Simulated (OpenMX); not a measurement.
## MgSe under changes of volume

One of the cells (20.651 Å³/atom); the others are scaled copies at fixed shape and fractional positions:

```
Se Mg
1.0
     0.00000    2.74355    2.74355
     2.74355    0.00000    2.74355
     2.74355    2.74355    0.00000
Se Mg
1 1
Direct
  0.50000 0.50000 0.50000
  0.00000 0.00000 0.00000
```

* Program: OpenMX 3.8.5
* Functional: PBE
* Potentials or basis: OpenMX 2013 PBE set, Se7.0-s3p2d2, Mg7.0-s3p2d1, fixed grid of 30 × 30 × 30 points
* k mesh: 9 × 9 × 9
* Occupations: fermi-dirac, width 0.05 eV
* Spin: no spin polarisation

| volume (Å³/atom) | energy over the lowest point (meV/atom) | gap on the mesh (eV) |
| --- | --- | --- |
| 19.031 | 48.82 | 1.94 |
| 19.436 | 31.37 | 1.91 |
| 19.841 | 18.14 | 1.88 |
| 20.651 | 2.77 | 1.81 |
| 21.056 | ? | ? |
| 21.461 | 0.00 | 1.75 |

Task: What does the run at 21.056 Å³/atom give?

Result: Energy over the lowest point 0.04 meV/atom; gap on the mesh 1.78 eV.

Worked out: A Birch-Murnaghan fit of order 3 (a polynomial in V^(-2/3)) to the other rows has its minimum at 21.25 Å³/atom with B0 = V·E''(V) = 56 GPa and B' = 4.1. It gives -0.04 meV/atom at 21.056 Å³/atom, against the run's 0.04. A straight line through the other rows of the gap, of slope -1.6 eV per unit of ln V, gives 1.78 eV, against the run's 1.78.

Energies are extrapolated to zero smearing.

Caveats: the real-space grid is coarse for these elements, which adds noise of up to some 20 meV/atom to energies and shifts forces, pressures and volumes; an odd mesh through Γ misses points on the zone boundary, where band edges often lie; the basis of atomic orbitals isn't converged, which shifts pressures, moduli and gaps. Spin-orbit coupling on Se is left out.
